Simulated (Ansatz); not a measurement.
# P: rattling a relaxed structure

The cell was found from a structure generator's guess, not taken from experiment.

Level of theory: Ansatz, DFT PBE, scalar-relativistic, plane waves, PAW. Cutoff 420 eV; k points 22×22×22 on the computed 1-atom cell (Γ-centred); Gaussian smearing, width 0.10 eV; no spin polarisation.

The cell below (1 atom, space group Pm-3m (No. 221)) is relaxed within its symmetry.

```cif
data_structure
_symmetry_space_group_name_H-M 'P 1'
_symmetry_Int_Tables_number 1
_cell_length_a 2.4444
_cell_length_b 2.4444
_cell_length_c 2.4444
_cell_angle_alpha 90.000
_cell_angle_beta 90.000
_cell_angle_gamma 90.000
_cell_volume 14.61
loop_
_atom_site_label
_atom_site_type_symbol
_atom_site_fract_x
_atom_site_fract_y
_atom_site_fract_z
_atom_site_occupancy
P1 P 0.00000 0.00000 0.00000 1
```

For the test a repeat of it with 8 atoms (edges 4.89, 4.89, 4.89 Å) was strained at random (σ = 1.5 % a component), the atoms were moved at random (σ = 0.15 Å), and all was relaxed again on a coarse 4×4×4 mesh (in the run’s order of axes) with 0.20 eV smearing, with no symmetry imposed.

Question: Is the structure stable against such a distortion?

Answer: It doesn't return. The energy falls by 79 meV/atom on that mesh, the volume changes by 11.9 %, and the end has space group R-3m (No. 166) at a loose tolerance. Relaxed again on an 18×18×18 mesh with 0.10 eV smearing, the new structure lies 46 meV/atom below the first (mesh in the axes of the run's cell; the cell below is made exact in the group named). Space group R-3m (No. 166), trigonal, a = 3.481 Å, c = 9.209 Å. P is surrounded by 3 P at 2.32 Å and 3 P at 2.78 Å.

```cif
data_structure
_symmetry_space_group_name_H-M 'R-3m:H'
_symmetry_Int_Tables_number 166
_cell_length_a 3.4813
_cell_length_b 3.4813
_cell_length_c 9.2095
_cell_angle_alpha 90.000
_cell_angle_beta 90.000
_cell_angle_gamma 120.000
_cell_volume 96.66
loop_
_atom_site_label
_atom_site_type_symbol
_atom_site_symmetry_multiplicity
_atom_site_Wyckoff_symbol
_atom_site_fract_x
_atom_site_fract_y
_atom_site_fract_z
_atom_site_occupancy
P1 P 6 c 0.33333 0.66667 0.89600 1
```
